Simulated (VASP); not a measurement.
BeTe: relaxation of the atoms with PBE+D3(BJ)

BeTe:

```
CELL_PARAMETERS angstrom
0.00000 2.81139 2.81139
2.81139 0.00000 2.81139
2.81139 2.81139 0.00000
ATOMIC_POSITIONS crystal
Be 0.00000 0.00000 0.00000
Te 0.25000 0.25000 0.25000
```

The cell isn't the ideal one: a relaxed cell with its volume scaled by 1.02.

```json
{
  "Program": "VASP 6.6.1",
  "Task": "relaxation of the atoms",
  "Functional": "PBE",
  "Dispersion": "D3(BJ)",
  "Potentials or basis": "VASP PAW PBE potentials, release 64 (Be, Te)",
  "Cutoff": "600 eV",
  "k mesh": "8 × 8 × 8",
  "Occupations": "gaussian, width 0.03 eV",
  "Spin": "no spin polarisation",
  "Further INCAR settings": "ALGO = Normal; EDIFF = 1e-07; IBRION = 2; EDIFFG = -0.01; NSW = 40"
}
```

| Item | Value |
| --- | --- |
| Pressure after relaxing | -1.2 GPa |
| Band gap on the k mesh | 1.96 eV, indirect (least direct gap 3.61 eV) |
| Dispersion energy per atom | -0.340 eV |

Final structure:
```yaml
crystal:
  lattice:
    - [0.00000, 2.81139, 2.81139]
    - [2.81139, 0.00000, 2.81139]
    - [2.81139, 2.81139, 0.00000]
  atoms:
    - { symbol: Be, position: [0.00000, 0.00000, 0.00000] }
    - { symbol: Te, position: [0.25000, 0.25000, 0.25000] }
```

Levels at points of the mesh, in eV from the valence-band top:
| k point | band 2 | band 3 | band 4 | band 5 | band 6 | band 7 |
| --- | --- | --- | --- | --- | --- | --- |
| (0.00, 0.00, 0.00) | 0.00 | 0.00 | 0.00 | 3.61 | 3.61 | 3.61 |
| (0.50, 0.00, 0.00) | -5.57 | -1.14 | -1.14 | 3.09 | 4.59 | 4.59 |
| (0.50, 0.50, 0.00) | -5.14 | -2.66 | -2.66 | 1.96 | 2.66 | 9.74 |

Wall time 6.9 s on 1 thread of AMD EPYC 9R45 96-Core Processor (Zen 5) (shared host), peak memory 0.16 GiB.

Caveat: the relaxation stopped at its first step, so nothing moved; spin-orbit coupling is left out, which moves the levels of the heavy elements. A k mesh can miss the band edges.
